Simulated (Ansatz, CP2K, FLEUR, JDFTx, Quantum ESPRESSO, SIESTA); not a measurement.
**AlN: programs and potentials compared**

```
Al N
1.0
     3.11300    0.00000    0.00000
    -1.55650    2.69594    0.00000
     0.00000    0.00000    4.98100
Al N
2 2
Direct
  0.66667 0.33333 0.50000
  0.33333 0.66667 0.00000
  0.66667 0.33333 0.88000
  0.33333 0.66667 0.38000
```

Alike in all runs: task band structure; functional LDA; k mesh 10 × 10 × 6; occupations fermi-dirac, width 0.05 eV; no spin polarisation; no spin-orbit coupling. LDA stands for any of its common fits. Pressure is positive in compression and, in plane waves, holds the error of the finite cutoff. Gaps are the smaller of the mesh's and the band path's.

```tsv
program and potentials	plane-wave cutoff (eV)	notes	band gap (eV)	pressure (GPa)	largest force (eV/Å)
SIESTA, files PseudoDojo sr-lda-0.4.1-standard, DZP (energy shift 0.003 Ry)	-	atomic basis	4.42	-3.76	0.118
JDFTx, PseudoDojo-SR-LDA-0.4.1-standard with smoothed tails	1143	-	4.26	-	-
Ansatz, all-electron LAPW, scalar-relativistic	-	-	?	?	?
JDFTx, PseudoDojo-SR-LDA-0.4.1-standard	1143	-	4.26	-	-
FLEUR, all-electron, FLAPW	-	-	4.24	-	-
SIESTA, files PseudoDojo sr-lda-0.4.1-standard, DZP (energy shift 0.002 Ry; radii capped at 9.5 bohr)	-	atomic basis	4.43	-3.60	0.122
Quantum ESPRESSO, PseudoDojo 0.4.1 SR LDA standard	1143	-	4.26	-5.85	0.114
CP2K, GTH_POTENTIALS Al GTH-PADE-q3, N GTH-PADE-q5; TZVP-MOLOPT-PBE-GTH basis	-	atomic basis	4.25	-5.85	0.114
```

Q: Estimate from the other rows what the run with Ansatz, all-electron LAPW, scalar-relativistic gave.

A: Band gap 4.24 eV; pressure -4.63 GPa; largest force 0.117 eV/Å. The other rows, which needn't bracket it: band gap 4.24 to 4.43; pressure -5.85 to -3.60; largest force 0.114 to 0.122.
